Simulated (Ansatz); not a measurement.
**CdSe (P6_3mc)**

Computed with DFT PBE, scalar-relativistic, plane waves, PAW (Ansatz 0.2.0).

Plane waves to 420 eV, a k mesh through Γ of 12×12×6 on the computed 4-atom cell and Gaussian smearing (0.02 eV); no spin polarisation.

The structure is relaxed at this level of theory with its symmetry kept.

```cif
data_structure
_symmetry_space_group_name_H-M 'P 1'
_symmetry_Int_Tables_number 1
_cell_length_a 4.3834
_cell_length_b 4.3834
_cell_length_c 7.1535
_cell_angle_alpha 90.000
_cell_angle_beta 90.000
_cell_angle_gamma 120.000
_cell_volume 119.03
loop_
_atom_site_label
_atom_site_type_symbol
_atom_site_fract_x
_atom_site_fract_y
_atom_site_fract_z
_atom_site_occupancy
Cd1 Cd 0.33333 0.66667 0.00458 1
Cd2 Cd 0.66667 0.33333 0.50458 1
Se1 Se 0.33333 0.66667 0.38042 1
Se2 Se 0.66667 0.33333 0.88042 1
```

**Question.** Formation energy from the elements' standard states (uncorrected)?

**Answer.** -0.632 eV/atom.

**Question.** Kohn–Sham band gap?

**Answer.** 0.54 eV, direct at Γ.

**Question.** Löwdin character of the top 1 eV of the valence band?

**Answer.** Se 4p 91 %.

**Question.** Löwdin character of the lowest 1 eV of the conduction band?

**Answer.** Cd 5s 54 %, Se 4p 28 %, Se 4s 15 %.

**Question.** Electron masses at the edge by Cartesian direction of the standard setting (m_e; degenerate bands sorted by energy; no spin-orbit coupling)?

**Answer.** x: 0.060; y: 0.060; z: 0.058.

**Question.** Hole masses at the edge by Cartesian direction of the standard setting (m_e; degenerate bands sorted by energy; no spin-orbit coupling)?

**Answer.** x: 1.5, 0.069; y: 1.6, 0.069; z: 1.6, 1.6.

**Question.** Bulk modulus?

**Answer.** 45 GPa.

**Question.** Its pressure derivative?

**Answer.** 4.7.

**Question.** Bader charges (e)?

**Answer.** Cd (2 in the cell) 0.73, Se (2 in the cell) -0.73.